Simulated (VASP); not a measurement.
# C (Fd-3m) in VASP: a series of runs

The runs below take C through dielectric tensor, with LDA.

Program: VASP 6.6.1. These are calculated values, not measurements. Logs are shortened: lines on timing, memory, paths and dates and some standing lists are left out, and cuts for length are marked.

## Step 1: Starting point

Symmetry: Fd-3m, No. 227, cubic system. Conventional cell: a = 3.567 Å, b = 3.567 Å, c = 3.567 Å, α = 90.00°, β = 90.00°, γ = 90.00°. Around C (site symmetry -43m) lie 4 C at 1.54 Å.

This isn't the form of C at room conditions, which is graphite.

## Step 2: Dielectric tensor, LDA

Contents of INCAR:

```
PREC = Accurate
ENCUT = 520
EDIFF = 1E-8
ISMEAR = 0
SIGMA = 0.01
LREAL = False
LASPH = True
NELM = 100
ALGO = Normal
ISIF = 2
LWAVE = False
LCHARG = False
GGA = CA
LEPSILON = True
```

Contents of KPOINTS:

```
Automatic mesh
0
Gamma
  4 4 4
```

Contents of POSCAR:

```
C
1.0
    0.0000000000      1.7833700000      1.7833700000
    1.7833700000      0.0000000000      1.7833700000
    1.7833700000      1.7833700000      0.0000000000
C
2
Direct
    0.7500000000      0.7500000000      0.7500000000
    0.5000000000      0.5000000000      0.5000000000
```

Potentials or basis: VASP PAW LDA potentials, release 64 (C).

Started as:

```
$ cat potpaw_LDA.64/C/POTCAR > POTCAR
$ mpirun -np 1 vasp_std > vasp.out
```

OUTCAR:

```text
PREC = Accurate
   ENCUT = 520
   EDIFF = 1E-8
   ISMEAR = 0
   LREAL = False
   LASPH = True
   NELM = 100
   ISIF = 2
   GGA = CA
   LEPSILON = True

 Found      8 irreducible k-points:

 Following reciprocal coordinates:
            Coordinates               Weight
  0.000000  0.000000  0.000000      1.000000
  0.250000  0.000000  0.000000      8.000000
  0.500000  0.000000  0.000000      4.000000
  0.250000  0.250000  0.000000      6.000000
  0.500000  0.250000  0.000000     24.000000
 -0.250000  0.250000  0.000000     12.000000
   k-points           NKPTS =      8   k-points in BZ     NKDIM =      8   number of bands    NBANDS=      8
   number of dos      NEDOS =    301   number of ions     NIONS =      2
   total plane-waves  NPLWV =   8000
   dimension x,y,z NGX =    20 NGY =   20 NGZ =   20
   dimension x,y,z NGXF=    40 NGYF=   40 NGZF=   40
   ions per type =               2
   NGX,Y,Z   is equivalent  to a cutoff of  13.18, 13.18, 13.18 a.u.
   NGXF,Y,Z  is equivalent  to a cutoff of  26.37, 26.37, 26.37 a.u.
 SYSTEM =  unknown system
   PREC   = accura    normal or accurate (medium, high low for compatibility)
   ISTART =      0    job   : 0-new  1-cont  2-samecut
   ICHARG =      2    charge: 1-file 2-atom 10-const
   ISPIN  =      1    spin polarized calculation?
   LNONCOLLINEAR =      F non collinear calculations
   LSORBIT =      F    spin-orbit coupling
   LASPH  =      T    aspherical Exc in radial PAW
   ENCUT  =  520.0 eV  38.22 Ry    6.18 a.u.   4.69  4.69  4.69*2*pi/ulx,y,z
   NELM   =    100;   NELMIN=  2; NELMDL= -5     # of ELM steps
   EDIFF  = 0.1E-07   stopping-criterion for ELM
   LREAL  =      F    real-space projection
   EDIFFG = 0.1E-06   stopping-criterion for IOM
   NSW    =      0    number of steps for IOM
   IBRION =     -1    ionic relax: 0-MD 1-quasi-New 2-CG
   NFREE  =      0    steps in history (QN), initial steepest desc. (CG)
   ISIF   =      2    stress and relaxation
   ISYM   =      2    0-nonsym 1-usesym 2-fastsym
   POTIM  = 0.5000    time-step for ionic-motion
   TEBEG  =    0.0;   TEEND  =   0.0 temperature during run
   PSTRESS=    0.0 pullay stress
   NELECT =       8.0000    total number of electrons
   NUPDOWN=      -1.0000    fix difference up-down
   EMIN   =  10.00;   EMAX   =-10.00  energy-range for DOS
   EFERMI =   0.00;   METHOD = LEGACY
   ISMEAR =     0;   SIGMA  =   0.01  broadening in eV -4-tet -1-fermi 0-gaus
   EFERMI_NEDOS =   21; number of points for ismear=-14 and -15
   IALGO  =     38    algorithm
   IMIX   =      4    mixing-type and parameters
     AMIX     =   0.40;   BMIX     =  1.00
     AMIX_MAG =   1.60;   BMIX_MAG =  1.00
  volume/ion in A,a.u.               =       5.67        38.28
  Fermi-wavevector in a.u.,A,eV,Ry     =   1.457203  2.753714 28.891161  2.123440
  Thomas-Fermi vector in A             =   2.574032
   LORBIT       =      0    0 simple, 1 ext, 2 COOP (PROOUT), +10 PAW based schemes
   GGA     = CA    functional components
   LHFCALC =     F    Hartree Fock is set to
   AEXX    =    0.0000 exact exchange contribution
   IVDW    =     0    specifies the selected vdW correction
   LEPSILON=     T    determine dielectric tensor
   LRPA    =     F    only Hartree local field effects (RPA)
 non-spin polarized calculation
 Gauss-broadening in eV      SIGMA  =   0.01
  energy-cutoff  :      520.00
  volume of cell :       11.34
 maximum number of plane-waves:       308
 NGX is ok and might be reduce to    20
   NGX =  9   NGY =  9   NGZ =  9

--------------------------------------- Ionic step        1  -------------------------------------------

 number of electron       7.9999999 magnetization

 E-fermi :   9.8060     XC(G=0): -13.4919

 val. band max:        9.7562913084   @ k =   0.0000   0.0000   0.0000
 cond. band min:      14.1544210286   @ k =   0.2500   0.2500   0.0000
 fundamental gap:      4.3981297201
 Fermi energy:         9.8060253658

 k-point     1 :       0.0000    0.0000    0.0000
  band No.  band energies     occupation
      1     -11.5780      2.00000
      2       9.7563      2.00000
      3       9.7563      2.00000
      4       9.7563      2.00000
      5      15.2895      0.00000
      6      15.2895      0.00000
      7      15.2895      0.00000
      8      23.3102      0.00000

 k-point     2 :       0.2500    0.0000    0.0000
  band No.  band energies     occupation
      1      -9.8621      2.00000
      2       3.2135      2.00000
      3       8.0141      2.00000
      4       8.0141      2.00000
      5      17.4733      0.00000
      6      17.4733      0.00000
      7      17.9419      0.00000
      8      24.3401      0.00000

 k-point     3 :       0.5000    0.0000    0.0000
  band No.  band energies     occupation
      1      -5.7309      2.00000
      2      -3.6175      2.00000
      3       6.9645      2.00000
      4       6.9645      2.00000
      5      18.1276      0.00000
      6      18.1276      0.00000
      7      18.7601      0.00000
      8      25.1464      0.00000

 k-point     4 :       0.2500    0.2500    0.0000
  band No.  band energies     occupation
      1      -9.2934      2.00000
      2       5.3531      2.00000
      3       5.6334      2.00000
      4       5.6334      2.00000
      5      14.1544      0.00000
      6      19.9179      0.00000
      7      21.2406      0.00000
      8      21.2406      0.00000

 k-point     5 :       0.5000    0.2500    0.0000
  band No.  band energies     occupation
      1      -5.5384      2.00000
      2      -0.9490      2.00000
      3       3.0492      2.00000
      4       4.8815      2.00000
      5      15.7583      0.00000
      6      21.0675      0.00000
      7      22.4486      0.00000
      8      23.0451      0.00000

 k-point     6 :      -0.2500    0.2500    0.0000
  band No.  band energies     occupation
      1      -7.1030      2.00000
      2       1.1619      2.00000
      3       2.1454      2.00000
      4       6.7498      2.00000
      5      17.6180      0.00000
      6      19.6784      0.00000
      7      22.0251      0.00000
      8      23.6349      0.00000

 [... further k-points ...]

  FORCE on cell =-STRESS in cart. coord.  units (eV):
  Direction    XX          YY          ZZ          XY          YZ          ZX
  --------------------------------------------------------------------------------------
  -------------------------------------------------------------------------------------
  Total       -0.7494484     -0.7494484     -0.7494484      0.0000000      0.0000000      0.0000000
  in kB     -105.8517232   -105.8517232   -105.8517232      0.0000000      0.0000000      0.0000000
  external PRESSURE =    -105.8517232 kB  Pullay stress =       0.0000000 kB

 VOLUME and BASIS-vectors are now :
 -----------------------------------------------------------------------------
  energy-cutoff  :      520.00
  volume of cell :       11.34
      direct lattice vectors                 reciprocal lattice vectors
     0.000000000  1.783370000  1.783370000    -0.280368067  0.280368067  0.280368067
     1.783370000  0.000000000  1.783370000     0.280368067 -0.280368067  0.280368067
     1.783370000  1.783370000  0.000000000     0.280368067  0.280368067 -0.280368067

 POSITION                                       TOTAL-FORCE (eV/Angst)
 -----------------------------------------------------------------------------------
      2.67505      2.67505      2.67505         0.000000      0.000000      0.000000
      1.78337      1.78337      1.78337        -0.000000     -0.000000     -0.000000
 -----------------------------------------------------------------------------------
    total drift:                                0.000000     -0.000000      0.000000

  FREE ENERGIE OF THE ION-ELECTRON SYSTEM (eV)
  ---------------------------------------------------
  free  energy   TOTEN  =       -20.1042726394 eV

  energy  without entropy=      -20.1042726394  energy(sigma->0) =      -20.10427264

 HEAD OF MICROSCOPIC STATIC DIELECTRIC TENSOR (INDEPENDENT PARTICLE, excluding Hartree and local field effects)
 ------------------------------------------------------
           7.567255     0.000000    -0.000000
          -0.000000     7.567255     0.000000
           0.000000    -0.000000     7.567255
 ------------------------------------------------------

 Free energy of the ion-electron system (eV)
  ---------------------------------------------------
  ---------------------------------------------------
  free energy    TOTEN  =        -0.21002074 eV

  energy without entropy =       -0.21002074

------------------------ aborting loop because EDIFF is reached ----------------------------------------

--------------------------------------- Ionic step        2  -------------------------------------------

------------------------ aborting loop because EDIFF is reached ----------------------------------------

--------------------------------------- Ionic step        3  -------------------------------------------

 Free energy of the ion-electron system (eV)
  ---------------------------------------------------
  ---------------------------------------------------
  free energy    TOTEN  =        -0.21002161 eV

  energy without entropy =       -0.21002161

------------------------ aborting loop because EDIFF is reached ----------------------------------------

 PIEZOELECTRIC TENSOR FIELD DIRECTION 3  (e Angst)
 -----------------------------------------------------------------------------
     0.00064  0.00000  0.00000           ( -0.00000  0.00000  0.00000)
    -0.00000  0.00064  0.00000           (  0.00000 -0.00000  0.00000)
     0.00000  0.00000 -0.00147           (  0.00000  0.00000 -0.00000)

 PIEZOELECTRIC TENSOR FIELD DIRECTION 3  (C/m^2)
 -----------------------------------------------------------------------------
     0.00091  0.00000  0.00000
    -0.00000  0.00091  0.00000
     0.00000  0.00000 -0.00208

 MACROSCOPIC STATIC DIELECTRIC TENSOR (including local field effects in DFT)
 ------------------------------------------------------
           7.348387    -0.000000     0.000000
           0.000000     7.348387    -0.000000
          -0.000000     0.000000     7.348387
 ------------------------------------------------------

 PIEZOELECTRIC TENSOR (including local field effects)  for field in x, y, z        (e  Angst)
          XX          YY          ZZ          XY          YZ          ZX
  --------------------------------------------------------------------------------
  x     0.00000     0.00000     0.00000    -0.00000    -0.00000     0.00000
  y     0.00000    -0.00000     0.00000    -0.00000     0.00000    -0.00000
  z     0.00000     0.00000    -0.00000    -0.00000     0.00000     0.00000

 PIEZOELECTRIC TENSOR (including local field effects)  for field in x, y, z        (C/m^2)
          XX          YY          ZZ          XY          YZ          ZX
  --------------------------------------------------------------------------------
  x     0.00000     0.00000     0.00000    -0.00000    -0.00000     0.00000
  y     0.00000    -0.00000     0.00000    -0.00000     0.00000    -0.00000
  z     0.00000     0.00000    -0.00000    -0.00000     0.00000     0.00000

 BORN EFFECTIVE CHARGES (including local field effects) (in |e|, cummulative output)
 ---------------------------------------------------------------------------------
 ion    1
    1    -0.00000    -0.00000     0.00000
    2     0.00000    -0.00000     0.00000
    3     0.00000    -0.00000    -0.00000
 ion    2
    1     0.00000     0.00000    -0.00000
    2     0.00000     0.00000     0.00000
    3     0.00000     0.00000     0.00000
```

Run time: 9.6 s. Hardware: 1 thread of Intel Xeon Platinum 8559C (Emerald Rapids), shared host; peak memory 0.11 GiB.

The run converged, but some of its settings lie outside the range that counts as converged, so its numbers aren't taken as properties of the crystal.

What came out:

```
Band gap on the k mesh                  : 4.40 eV, indirect (least direct gap 5.53 eV)
Electronic dielectric tensor (diagonal) : 7.35
Born charges (mean of the diagonal)     : C +0.00 e
```

Caveat: the k mesh is coarse (spacing up to 0.76 Å⁻¹), so the values aren't converged.

## Step 3: Dielectric tensor, LDA

Changes to INCAR since step 2:

```diff
@@ -1,3 +1,3 @@
 PREC = Accurate
-ENCUT = 520
+ENCUT = 400
 EDIFF = 1E-8
```

Contents of KPOINTS:

```
Automatic mesh
0
Gamma
  5 5 5
```

POSCAR is that of step 2.

Potentials or basis: VASP PAW LDA potentials, release 64 (C).

Started as:

```
$ cat potpaw_LDA.64/C/POTCAR > POTCAR
$ mpirun -np 1 vasp_std > vasp.out
```

OUTCAR:

```text
PREC = Accurate
   ENCUT = 400
   EDIFF = 1E-8
   ISMEAR = 0
   LREAL = False
   LASPH = True
   NELM = 100
   ISIF = 2
   GGA = CA
   LEPSILON = True

 Found     10 irreducible k-points:

 Following reciprocal coordinates:
            Coordinates               Weight
  0.000000  0.000000  0.000000      1.000000
  0.200000  0.000000  0.000000      8.000000
  0.400000  0.000000  0.000000      8.000000
  0.200000  0.200000  0.000000      6.000000
  0.400000  0.200000  0.000000     24.000000
 -0.400000  0.200000  0.000000     24.000000
   k-points           NKPTS =     10   k-points in BZ     NKDIM =     10   number of bands    NBANDS=      8
   number of dos      NEDOS =    301   number of ions     NIONS =      2
   total plane-waves  NPLWV =   4096
   dimension x,y,z NGX =    16 NGY =   16 NGZ =   16
[... 203 lines left out ...]
     0.00000  0.00066  0.00000
     0.00000  0.00000 -0.00170

 MACROSCOPIC STATIC DIELECTRIC TENSOR (including local field effects in DFT)
 ------------------------------------------------------
           6.481737     0.000000     0.000000
           0.000000     6.481737     0.000000
          -0.000000     0.000000     6.481737
 ------------------------------------------------------

 PIEZOELECTRIC TENSOR (including local field effects)  for field in x, y, z        (e  Angst)
          XX          YY          ZZ          XY          YZ          ZX
  --------------------------------------------------------------------------------
  x    -0.00000     0.00000     0.00000    -0.00000     0.00000     0.00000
  y    -0.00000     0.00000     0.00000    -0.00000    -0.00000     0.00000
  z     0.00000     0.00000     0.00000     0.00000     0.00000    -0.00000

 PIEZOELECTRIC TENSOR (including local field effects)  for field in x, y, z        (C/m^2)
          XX          YY          ZZ          XY          YZ          ZX
  --------------------------------------------------------------------------------
  x    -0.00000     0.00000     0.00000    -0.00000     0.00000     0.00000
  y    -0.00000     0.00000     0.00000    -0.00000    -0.00000     0.00000
  z     0.00000     0.00000     0.00000     0.00000     0.00000    -0.00000

 BORN EFFECTIVE CHARGES (including local field effects) (in |e|, cummulative output)
 ---------------------------------------------------------------------------------
 ion    1
    1     0.00000    -0.00000    -0.00000
    2    -0.00000     0.00000     0.00000
    3     0.00000    -0.00000     0.00000
 ion    2
    1     0.00000     0.00000     0.00000
    2     0.00000    -0.00000    -0.00000
    3    -0.00000     0.00000    -0.00000
```

OSZICAR:

```text
[... 16 lines left out ...]
RMM:   1    -0.173392898740E+00   -0.17339E+00   -0.67911E-01   559   0.267E+00
RMM:   2    -0.177891273648E+00   -0.44984E-02   -0.12869E-03   450   0.307E-01    0.742E-01
RMM:   3    -0.175393821286E+00    0.24975E-02   -0.92202E-04   445   0.280E-01    0.433E-01
RMM:   4    -0.181052388982E+00   -0.56586E-02   -0.13403E-03   446   0.342E-01    0.331E-02
RMM:   5    -0.181476088364E+00   -0.42370E-03   -0.15360E-05   451   0.364E-02    0.306E-03
RMM:   6    -0.181493911925E+00   -0.17824E-04   -0.10099E-07   465   0.304E-03    0.156E-03
RMM:   7    -0.181496740059E+00   -0.28281E-05   -0.99785E-09   466   0.107E-03    0.168E-04
RMM:   8    -0.181497847147E+00   -0.11071E-05   -0.33467E-10   384   0.163E-04    0.313E-05
RMM:   9    -0.181497739885E+00    0.10726E-06    0.00000E+00   183   0.314E-05    0.411E-06
```

stdout:

```text
POSCAR found type information on POSCAR C
 POSCAR found :  1 types and       2 ions
 scaLAPACK will be used
 LDA part: xc-table for (Slater(with rela. corr.)+CA(PZ))
 , standard interpolation
 POSCAR, INCAR and KPOINTS ok, starting setup
 FFT: planning ... GRIDC
 FFT: planning ... GRID_SOFT
 FFT: planning ... GRID
 WAVECAR not read
 entering main loop
 Linear response reoptimize wavefunctions to high precision
 Linear response G [H, r] |phi>, progress :
  Direction:   1
 Linear response G [H, r] |phi>, progress :
  Direction:   2
 Linear response G [H, r] |phi>, progress :
  Direction:   3
 Linear response to external field (no local field effect), progress :
  Direction:   1
 dielectric tensor                  component  1 :     7.855     3.223     0.808
 Linear response to external field (no local field effect), progress :
  Direction:   2
 dielectric tensor                  component  2 :     3.223     7.859    -0.878
 Linear response to external field (no local field effect), progress :
  Direction:   3
 dielectric tensor                  component  3 :     0.808    -0.878     4.314
 Linear response to external field, progress :
  Direction:   1
 dielectric tensor                  component  1 :     6.482     2.347     0.631
 Linear response to external field, progress :
  Direction:   2
 dielectric tensor                  component  2 :     2.215     6.482    -0.676
 Linear response to external field, progress :
  Direction:   3
 dielectric tensor                  component  3 :     0.496     1.043     6.482
 Born effective charges drift removed
```

It took 3.9 s on 1 thread of Intel Xeon Platinum 8559C (Emerald Rapids), shared host; peak memory 0.1 GiB.

The run converged, but some of its settings lie outside the range that counts as converged, so its numbers aren't taken as properties of the crystal.

Results:

```
Band gap on the k mesh                  : 4.11 eV, indirect (least direct gap 5.54 eV)
Electronic dielectric tensor (diagonal) : 6.48
Born charges (mean of the diagonal)     : C +0.00 e
```

Caveat: the k mesh is coarse (spacing up to 0.61 Å⁻¹), so the values aren't converged; the cutoff is under 1.25 times the usual one of these potentials, so pressure, stress and relaxed cells hold a basis-set (Pulay) error; an odd mesh through Γ misses points on the zone boundary, where band edges often lie.
